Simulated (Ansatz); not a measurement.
**The band gap of HgTe, sorted by core time**

It takes space group F-43m (No. 216, cubic). Conventional cell: a = 6.429 Å, b = 6.429 Å, c = 6.429 Å, α = 90.00°, β = 90.00°, γ = 90.00°. Around Hg (site symmetry -43m) lie 4 Te at 2.78 Å. Te (site symmetry -43m) has 4 Hg at 2.78 Å as nearest neighbours.

| rung | level | program and potentials | cutoff (eV) | k mesh | smearing | task | spin | core time | chip | band gap (eV) | notes |
| --- | --- | --- | --- | --- | --- | --- | --- | --- | --- | --- | --- |
| hybrid | PBE0 | Ansatz, Ansatz PAW | 420 | 6 × 6 × 6 | fermi-dirac 0.05 | single point | off | 42 s | AMD EPYC 7R13 Zen 3 | (a) | potentials made for PBE, which Ansatz adapts in part |
| GGA | PBE | Ansatz, Ansatz PAW | 420 | 5 × 5 × 5 | fermi-dirac 0.05 | band structure | SOC, no magnetisation | 68 s | Intel Xeon Skylake/Cascade Lake | no gap | - |
| LDA | LDA | Ansatz, Ansatz PAW | 420 | 6 × 6 × 6 | fermi-dirac 0.05 | phonons | off | 70 s | Arm Neoverse V1 | no gap | potentials made for PBE, which Ansatz adapts in part |
| hybrid | PBE0 | Ansatz, Ansatz PAW | 420 | 4 × 4 × 4 | fermi-dirac 0.05 | band structure | off | 3.3 min | Arm Neoverse V2 | 0.72 | coarse mesh; potentials made for PBE, which Ansatz adapts in part |
| hybrid | PBEsol0 | Ansatz, Ansatz PAW | 420 | 4 × 4 × 4 | fermi-dirac 0.05 | band structure | off | 5.7 min | Intel Xeon | 0.62 | coarse mesh; potentials made for PBE, which Ansatz adapts in part |
| hybrid | r2SCAN0 | Ansatz, Ansatz PAW | 500 | 4 × 4 × 4 | fermi-dirac 0.05 | band structure | off | 6.8 min | Arm Neoverse V1 | 0.89 | coarse mesh; potentials made for PBE, which Ansatz adapts in part |
| hybrid | HSE03 | Ansatz, Ansatz PAW | 420 | 4 × 4 × 4 | fermi-dirac 0.05 | band structure | off | 6.8 min | Intel Xeon | no gap | coarse mesh; potentials made for PBE, which Ansatz adapts in part |
| hybrid | HSE06 | Ansatz, Ansatz PAW | 420 | 4 × 4 × 4 | fermi-dirac 0.05 | band structure | off | 8.9 min | Intel Xeon Skylake/Cascade Lake | no gap | coarse mesh; potentials made for PBE, which Ansatz adapts in part |

Times are single runs on shared hosts and different chips, so they are rough; meshes, cutoffs and the tasks' sizes weigh on the time. Gaps are the least found on the k mesh or the band path, and a mesh can miss the band edges. Smearing widths are in eV. The cell comes from a database and isn't always the measured one. Meshes differ between rows, which moves values too. All levels ran on this one cell, unrelaxed unless noted. Meshes are those of the run's cell of 2 atoms unless a note names another. Runs on faulty files, with rough fits or with known faults for this quantity aren't shown.

Task: Estimate the value left out from the other rows.

Result: (a) 0.60 eV.
